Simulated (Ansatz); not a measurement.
# MnO2 in Ansatz: the effect of starting spin order

Crystal: MnO2.

```
Mn O
1.0
     2.85658    0.00000    0.00000
    -1.42829    2.47387    0.00000
     0.00000    0.00000    4.60137
Mn O
1 2
Direct
  0.00000 0.00000 0.50000
  0.33333 0.66667 0.70629
  0.66667 0.33333 0.29371
```

Measurements of this composition are mostly on another form, of space group No. 136.

Alike in all runs:

| Quantity | Value |
| --- | --- |
| Program | Ansatz 0.2.0 |
| Task | single point |
| Functional | PBEsol |
| Potentials or basis | Ansatz PAW |
| Cutoff | 420 eV (not typed: the program's choice for these potentials) |
| k mesh | 11 × 11 × 6 |
| Occupations | fermi-dirac, width 0.05 eV |

One run gave: energy over the lowest run 367.1 meV/atom; final net moment 0.00 μB; final largest site moment 0.00 μB. Which starting spin order did it use?
A. spin off
B. fm
C. ferromagnetic start, larger moments
D. random

A.

```tsv
starting spin order	spin	starting moments	energy over the lowest run (meV/atom)	final net moment (μB)	final largest site moment (μB)
spin off	no spin polarisation	-	367.1	0.00	0.00
fm	collinear spin, ferromagnetic start	[4.0, 0.0, 0.0] μB	0.0	3.00	2.49
random	collinear spin, random start	[-2.09, 0.0, 0.0] μB	0.0	-3.00	2.49
ferromagnetic start, larger moments	collinear spin, ferromagnetic start	[5.5, 0.0, 0.0] μB	0.0	3.00	2.49
```

Caveats: a cell with one magnetic atom can't hold antiferromagnetic order, which such compounds often take (some runs); an odd number of electrons without spin polarisation forces a metal (some runs); a magnetic or distorted state may lie lower (some runs).
